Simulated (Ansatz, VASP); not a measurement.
**One calculation of Cs, two programs**

File INCAR:

```
SYSTEM = Cs
  ALGO = Normal
  EDIFF = 1E-7
  ENCUT = 520
  ISIF = 2
  ISMEAR = -1
  LASPH = .TRUE.
  LCHARG = .FALSE.
  LREAL = .FALSE.
  LWAVE = .FALSE.
  NBANDS = 10
  NELM = 80
  PREC = Accurate
  SIGMA = 0.1
```

Contents of KPOINTS:

```
k-points
0
G
  8 8 8
  0 0 0
```

POSCAR

```
Cs
1.0
    3.4608941077      0.0000000000      0.0000000000
    0.0000000000      3.4608941077      0.0000000000
    0.0000000000      0.0000000000      3.4608941077
Cs
1
Direct
    0.0000000000      0.0000000000      0.0000000000
```

Input for Ansatz:

```yaml
crystal:
  lattice:
    - [3.4608941077, 0.0, 0.0]
    - [0.0, 3.4608941077, 0.0]
    - [0.0, 0.0, 3.4608941077]
  atoms:
    - { symbol: Cs, position: [0.0, 0.0, 0.0] }
kpoints:
  mp_grid: { grid: [8, 8, 8] }
scf:
  occupations: { method: fermi_dirac, width: 0.1 }
hamiltonian:
  xc: lda
  pseudopotentials: { kind: paw, source: ansatz }
output:
  forces: true
  stress: true
  eigenvalues: true
```

Change from the starting cell: volume scaled by 0.4, PAW files, source ansatz.

Alike in both runs: task single point; functional LDA; k mesh 8 × 8 × 8; occupations fermi-dirac, width 0.1 eV; no spin polarisation.

|  | VASP | Ansatz |
| --- | --- | --- |
| version | VASP 6.6.1 | Ansatz 0.2.0 |
| potentials or method | VASP PAW LDA potentials, release 64 (Cs_sv) | PAW with other files of Ansatz's library (source ansatz), scalar-relativistic |
| plane-wave cutoff (eV) | 520 | 520 |
| valence electrons in the cell | 9 | 9 |

|  | VASP | Ansatz | Ansatz less VASP |
| --- | --- | --- | --- |
| pressure (GPa) | 3.8 | 3.6 | -0.22 |

The runs have no spin-orbit coupling, so splittings on Cs are missing.
